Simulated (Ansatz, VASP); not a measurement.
**LiF: VASP beside Ansatz**

```
Li F
1.0
     0.00000    2.06435    2.11470
     2.06435    0.00000    2.11470
     2.06435    2.06435    0.00000
Li F
1 1
Direct
  0.00000 0.00000 0.00000
  0.50000 0.50000 0.50000
```

Change from the starting cell: strain +0.025 along x and y, +0.050 along z, atoms carried along.

Alike in both runs: task single point; functional LDA; k mesh 10 × 10 × 10; occupations gaussian, width 0.05 eV; no spin polarisation.

```csv
,VASP,Ansatz
version,VASP 6.6.1,Ansatz 0.2.0
potentials or method,"VASP PAW LDA potentials, release 64 (Li_sv, F)","scalar-relativistic, plane waves, PAW"
plane-wave cutoff (eV),520,420
valence electrons in the cell,10,10
```

```tsv
	VASP	Ansatz	Ansatz less VASP
gap on the k mesh at the Fermi level (eV)	7.97	7.98	+0.009
least direct gap on the mesh (eV)	7.97	7.98	+0.009
```

 A k mesh can miss the band edges.
